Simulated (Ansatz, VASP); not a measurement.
# GaSb3: VASP beside Ansatz

```
Ga Sb
1.0
     0.00000    3.52274    3.52274
     3.52274    0.00000    3.52274
     3.52274    3.52274    0.00000
Ga Sb
1 3
Direct
  0.00000 0.00000 0.00000
  0.25000 0.25000 0.25000
  0.75000 0.75000 0.75000
  0.50000 0.50000 0.50000
```

Alike in both runs: task single point; functional LDA; k mesh 10 × 10 × 10; occupations gaussian, width 0.15 eV; no spin polarisation.

```csv
,VASP,Ansatz
version,VASP 6.6.1,Ansatz 0.2.0
potentials or method,"VASP PAW LDA potentials, release 64 (Ga_d, Sb)","scalar-relativistic, plane waves, PAW"
plane-wave cutoff (eV),520,420
valence electrons in the cell,28,58
```

Ansatz gave:

* gap on the k mesh at the Fermi level (eV): none
* pressure (GPa): 6.8

Problem. What did VASP give for the same quantities?

Solution. gap on the k mesh at the Fermi level (eV): none; pressure (GPa): 7.1.

A gap of «none» marks a metal or a gap that the smearing closes. The two sets of potentials don't hold the same shells in valence. Ansatz warned: «pseudo_functional_mismatch».

The runs have no spin-orbit coupling, so splittings on Sb are missing.
